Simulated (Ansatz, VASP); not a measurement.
One calculation of Pb, two programs

```
CELL_PARAMETERS angstrom
3.52437 0.00000 0.00000
-1.76218 3.05219 0.00000
0.00000 0.00000 11.49524
ATOMIC_POSITIONS crystal
Pb 0.00000 0.00000 0.00000
Pb 0.33333 0.66667 0.25000
Pb 0.00000 0.00000 0.50000
Pb 0.66667 0.33333 0.75000
```

This isn't the form of Pb at room conditions, which is fcc.

Alike in both runs: task single point; functional PBEsol; k mesh 6 × 6 × 2; occupations gaussian, width 0.1 eV; no spin polarisation.

```csv
,VASP,Ansatz
version,VASP 6.6.1,Ansatz 0.2.0
potentials or method,"VASP PAW PBE potentials, release 64 (Pb_d)","scalar-relativistic, plane waves, PAW"
plane-wave cutoff (eV),520,420
valence electrons in the cell,56,56
```

|  | VASP | Ansatz | Ansatz less VASP |
| --- | --- | --- | --- |
| gap on the k mesh at the Fermi level (eV) | none | none | - |
| pressure (GPa) | -1.5 | -1.4 | +0.08 |
| largest component of the traceless stress (GPa) | 1.80 | 1.81 | +0.004 |

A gap of «none» marks a metal or a gap that the smearing closes.

Caveats: the PAW data sets were made with another functional, which shifts forces and pressure a little (VASP). The runs have no spin-orbit coupling, so splittings on Pb are missing.
